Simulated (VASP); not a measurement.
MnAs:

```
Mn As
1.0
     0.00000    2.48735    2.48735
     2.48735    0.00000    2.48735
     2.48735    2.48735    0.00000
Mn As
1 1
Direct
  0.00000 0.00000 0.00000
  0.25000 0.25000 0.25000
```

The cell was built by a generator and needn't be a form met in nature.

* Program: VASP 6.6.1
* Task: relaxation of cell and atoms
* Functional: PBE
* Potentials or basis: VASP PAW PBE potentials, release 64 (Mn_pv, As)
* Cutoff: 600 eV
* k mesh: 12 × 12 × 12
* Occupations: gaussian, width 0.03 eV
* Spin: collinear spin, ferromagnetic start
* Starting moments: [4.0, 0.0] μB

At the start: pressure 35.5 GPa; volume 15.39 Å³/atom.

Question: Where does the relaxation end?

Answer: Over 4 steps the energy falls by 578.0 meV/atom and the volume is 22.61 Å³/atom (+46.9 %); space group F-43m (No. 216, to 0.05 Å); moment 3.70 μB per cell.

Step by step:
| step | energy change (eV) | largest force (eV/Å) | pressure (GPa) | volume (Å³) |
| --- | --- | --- | --- | --- |
| 1 | 0.0000 | 0.0000 | 35.52 | 30.78 |
| 2 | -1.1334 | 0.0000 | -2.37 | 48.61 |
| 3 | -1.1555 | 0.0000 | 0.28 | 44.87 |
| 4 | -1.1561 | 0.0000 | 0.03 | 45.22 |

Final structure:
```
Mn As
1.0
     0.00000    2.82772    2.82772
     2.82772    0.00000    2.82772
     2.82772    2.82772    0.00000
Mn As
1 1
Direct
  0.00000 0.00000 0.00000
  0.25000 0.25000 0.25000
```

Caveat: the volume moved by over 15 % at a fixed basis, so the end points are rough; a cell with one magnetic atom can't hold antiferromagnetic order, which such compounds often take.
